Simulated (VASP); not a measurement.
VASP 6.6.1 run: CaO

INCAR

```
IBRION = -1
PREC = Accurate
ALGO = Normal
SIGMA = 0.5
ENCUT = 520
ISMEAR = -4
LREAL = .FALSE.
NELM = 60
NSW = 0
METAGGA = R2SCAN
LWAVE = .FALSE.
LASPH = .TRUE.
LCHARG = .FALSE.
ISIF = 2
NBANDS = 15
EDIFF = 1E-7
```

KPOINTS

```
KPOINTS created by Atomic Simulation Environment
0
Gamma
10 10 10
0 0 0
```

POSCAR

```
Ca O
 1.0000000000000000
     0.0000000000000000    2.3256236101000001    2.3256236101000001
     2.3256236101000001    0.0000000000000000    2.3256236101000001
     2.3256236101000001    2.3256236101000001    0.0000000000000000
 Ca  O
   1   1
Cartesian
  0.0000000000000000  0.0000000000000000  0.0000000000000000
  2.3256236101000001  2.3256236101000001  2.3256236101000001
```

The recommended PBE PAW datasets give the neutral cell 16 valence electrons.

Command

```
mpirun -np 1 vasp_std
```

OSZICAR

```
N       E                     dE             d eps       ncg     rms          rms(c)
DAV:   1     0.116128486881E+03    0.11613E+03   -0.86228E+03  1410   0.113E+03
DAV:   2    -0.201962788311E+02   -0.13632E+03   -0.12747E+03  1683   0.304E+02
DAV:   3    -0.250758777816E+02   -0.48796E+01   -0.48378E+01  1845   0.593E+01
DAV:   4    -0.252332768576E+02   -0.15740E+00   -0.15730E+00  1703   0.942E+00
DAV:   5    -0.252363368110E+02   -0.30600E-02   -0.30599E-02  1741   0.119E+00    0.774E+00
DAV:   6    -0.192328150033E+02    0.60035E+01   -0.33848E+00  1879   0.234E+01    0.254E+00
DAV:   7    -0.193428215711E+02   -0.11001E+00   -0.51370E-01  1459   0.535E+00    0.190E+00
DAV:   8    -0.193722228637E+02   -0.29401E-01   -0.15891E-01  1552   0.473E+00    0.127E+00
DAV:   9    -0.193409117951E+02    0.31311E-01   -0.76949E-02  1516   0.306E+00    0.147E-01
DAV:  10    -0.193403655693E+02    0.54623E-03   -0.40367E-03  1592   0.650E-01    0.755E-02
DAV:  11    -0.193405429077E+02   -0.17734E-03   -0.70712E-04  1648   0.245E-01    0.600E-02
DAV:  12    -0.193404557227E+02    0.87185E-04   -0.18574E-04  1683   0.127E-01    0.464E-03
DAV:  13    -0.193404573315E+02   -0.16089E-05   -0.12511E-05  1761   0.340E-02    0.494E-03
DAV:  14    -0.193404575988E+02   -0.26723E-06   -0.16899E-07  1748   0.345E-03    0.338E-03
DAV:  15    -0.193404573839E+02    0.21486E-06   -0.72771E-07  1592   0.754E-03    0.128E-03
DAV:  16    -0.193404573422E+02    0.41689E-07   -0.58443E-08   831   0.236E-03
   1 F= -.19340457E+02 E0= -.19340457E+02  d E =0.000000E+00
```

Standard output (part)

```
POSCAR found type information on POSCAR CaO
 POSCAR found :  2 types and       2 ions
 LDA part: xc-table for (None), standard interpolation
 POSCAR, INCAR and KPOINTS ok, starting setup
 WAVECAR not read
 entering main loop
```

From OUTCAR

```
k-points           NKPTS =     47   k-points in BZ     NKDIM =     47   number of bands    NBANDS=     15

   NELECT =      16.0000    total number of electrons

   dimension x,y,z NGX =    24 NGY =   24 NGZ =   24
   dimension x,y,z NGXF=    48 NGYF=   48 NGZF=   48

  energy-cutoff  :      520.00
  volume of cell :       25.16
      direct lattice vectors                 reciprocal lattice vectors
     0.000000000  2.325623610  2.325623610    -0.214996097  0.214996097  0.214996097
     2.325623610  0.000000000  2.325623610     0.214996097 -0.214996097  0.214996097
     2.325623610  2.325623610  0.000000000     0.214996097  0.214996097 -0.214996097

 k-points in reciprocal lattice and weights: KPOINTS created by Atomic Simulation Env
   0.00000000  0.00000000  0.00000000       0.001
   0.10000000  0.00000000  0.00000000       0.008
   0.20000000  0.00000000  0.00000000       0.008
   0.30000000  0.00000000  0.00000000       0.008
   0.40000000  0.00000000  0.00000000       0.008
   0.50000000  0.00000000  0.00000000       0.004
   0.10000000  0.10000000  0.00000000       0.006
   0.20000000  0.10000000  0.00000000       0.024
   ...

 E-fermi :   2.6831

 k-point     1 :       0.0000    0.0000    0.0000
  band No.  band energies     occupation
      1     -36.0604      2.00000
      2     -15.8660      2.00000
      3     -15.8660      2.00000
      4     -15.8659      2.00000
      5     -14.0634      2.00000
      6       2.6014      2.00000
      7       2.6014      2.00000
      8       2.6014      2.00000
      9       8.9109      0.00000
     10       9.6858      0.00000
     11       9.6858      0.00000
     12       9.6858      0.00000
     13      11.4599      0.00000
     14      11.4599      0.00000
     15      19.0253      0.00000

 k-point     2 :       0.1000    0.0000    0.0000
  band No.  band energies     occupation
      1     -36.0455      2.00000
      2     -16.1489      2.00000
      3     -15.8722      2.00000
      4     -15.8722      2.00000
      5     -13.7796      2.00000
      6       2.2346      2.00000
      7       2.4366      2.00000
      8       2.4366      2.00000
      9       9.3738      0.00000
     10       9.6577      0.00000
     11       9.8839      0.00000
     12       9.8840      0.00000
     13      11.7483      0.00000
     14      11.7483      0.00000
     15      19.5135      0.00000

 k-point     3 :       0.2000    0.0000    0.0000
  band No.  band energies     occupation
      1     -36.0064      2.00000
      2     -16.6835      2.00000
      3     -15.8883      2.00000
      4     -15.8882      2.00000
      5     -13.2403      2.00000
      6       1.4178      2.00000
      7       2.0427      2.00000
      8       2.0427      2.00000
      9       9.6645      0.00000
     10      10.4330      0.00000
     11      10.4331      0.00000
     12      10.5106      0.00000
     13      12.4941      0.00000
     14      12.4941      0.00000
     15      20.3521      0.00000

 ...

  Total        2.2903145      2.2903145      2.2903145      0.0000000      0.0000000     -0.0000000
  in kB      145.8671270    145.8671270    145.8671270      0.0000000      0.0000000     -0.0000000
  external PRESSURE =     145.8671270 kB  Pullay stress =       0.0000000 kB

 POSITION                                       TOTAL-FORCE (eV/Angst)
 -----------------------------------------------------------------------------------
      0.00000      0.00000      0.00000         0.000000      0.000000      0.000000
      2.32562      2.32562      2.32562        -0.000000     -0.000000     -0.000000
 -----------------------------------------------------------------------------------
    total drift:                                0.000000     -0.000000     -0.000000

  FREE ENERGIE OF THE ION-ELECTRON SYSTEM (eV)
  ---------------------------------------------------
  free  energy   TOTEN  =       -19.3404573422 eV

  energy  without entropy=      -19.3404573422  energy(sigma->0) =      -19.34045734
```

It converged. Results: gap between bands v and c on the k mesh 4.14 eV; least direct gap on the k mesh 4.48 eV; pressure 14.6 GPa. Band v is the last that the valence electrons fill when counted band by band, and c is the next.

For comparison, a separate r²SCAN run of the intended cell, on usual settings and not on those above, gives a gap of 4.14 eV on its mesh and a pressure of 14.6 GPa.

The run above took about 37 s on one core of a shared host (Intel Xeon Platinum 8488C) and held 0.16 GiB at most.
